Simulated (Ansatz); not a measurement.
Mo:

```
CELL_PARAMETERS angstrom
-1.58381 1.58381 1.58381
1.58381 -1.58381 1.58381
1.58381 1.58381 -1.58381
ATOMIC_POSITIONS crystal
Mo 0.00000 0.00000 0.00000
```

Base run:

* Program: Ansatz 0.2.0
* Functional: PBEsol
* Potentials or basis: all-electron LAPW, non-relativistic
* Cutoff: 249 eV (chosen from the basis error)
* Basis error allowed: 0.001 eV/atom
* k mesh: 12 × 12 × 12
* Occupations: fermi-dirac, width 0.05 eV
* Spin: no spin polarisation

Its results: pressure -5.9 GPa.

Task: The run is repeated on the same cell with these changes: potentials or basis from all-electron LAPW, non-relativistic to all-electron PAW datasets made for the crystal. What comes out?

Result: Pressure -9.6 GPa.

Caveats: relativity is left out, which matters for the heavier elements (some runs).

The runs don't all hold the same shells in valence.
